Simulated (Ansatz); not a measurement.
Space group Fm-3m (No. 225). a = 6.061 Å, b = 6.061 Å, c = 6.061 Å, α = 90.00°, β = 90.00°, γ = 90.00°
```tsv
atom	site	symmetry	x	y	z
Al	8c	-43m	0.2500	0.7500	0.7500
Au	4a	m-3m	0.0000	0.0000	0.0000
```

Equation of state of this Al2Au structure (not necessarily the ground state), with shape and atoms relaxed at each volume where symmetry leaves them free. It has no gap at any of these volumes. The calculation used DFT PBE, scalar-relativistic, plane waves, PAW (Ansatz 0.2.0).

Cutoff 420 eV; k points 12×12×12 on the computed 3-atom cell (Γ-centred); Gaussian smearing, width 0.10 eV; no spin polarisation.

```
V (Å³/atom) E − E(largest V) (meV/atom) P (GPa)
     16.326                        61.70    18.16
     16.883                         8.91    12.39
     17.439                       -25.45     7.53
     17.996                       -44.31     3.44
     18.553                       -50.14     0.01
     19.109                       -45.04    -2.87
     19.666                       -30.76    -5.28
     20.408                         0.00    -7.88
```

**Question.** Fit a third-order Birch–Murnaghan equation to E(V).

**Answer.** V0 = 18.56 Å³/atom, B0 = 104 GPa, B0' = 4.8.

Spin-orbit coupling is left out, which matters for the bands of heavy elements.

Cost: 8 runs of about 0.72 core-minutes in all, on Intel Xeon Platinum 8375C (Ice Lake) (shared hosts).